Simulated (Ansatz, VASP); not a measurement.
## TiB2 in VASP and in Ansatz

```
Ti B
1.0
     2.62696   -1.51787    0.04977
     2.62696    1.51787    0.04977
    -0.06138    0.00000    3.21735
Ti B
1 2
Direct
  0.00000 0.00000 0.00000
  0.33332 0.33332 0.49999
  0.66668 0.66668 0.50001
```

Change from the starting cell: species swapped into the Bi2Pt type (C2/m, No. 12).

Alike in both runs: functional PBE; k mesh 7 × 7 × 5; occupations gaussian, width 0.2 eV; no spin polarisation.

Ansatz relaxed the structure, and its values are those at the end. VASP's run is a single point on that final structure, the one shown.

|  | VASP | Ansatz |
| --- | --- | --- |
| version | VASP 6.6.1 | Ansatz 0.2.0 |
| potentials or method | VASP PAW PBE potentials, release 64 (Ti_sv, B) | scalar-relativistic, plane waves, PAW |
| plane-wave cutoff (eV) | 520 | 420 |
| valence electrons in the cell | 18 | 18 |

VASP gave:

- gap on the k mesh at the Fermi level (eV): none
- pressure (GPa): 0.3

Problem. Estimate Ansatz's values.

Solution. gap on the k mesh at the Fermi level (eV): none; pressure (GPa): 0.1.

A gap of «none» marks a metal or a gap that the smearing closes. With one functional, cell and mesh, what is left measures potentials, basis and numerics.

Caveats: the k mesh is coarse (spacing up to 0.39 Å⁻¹), so the values aren't converged.
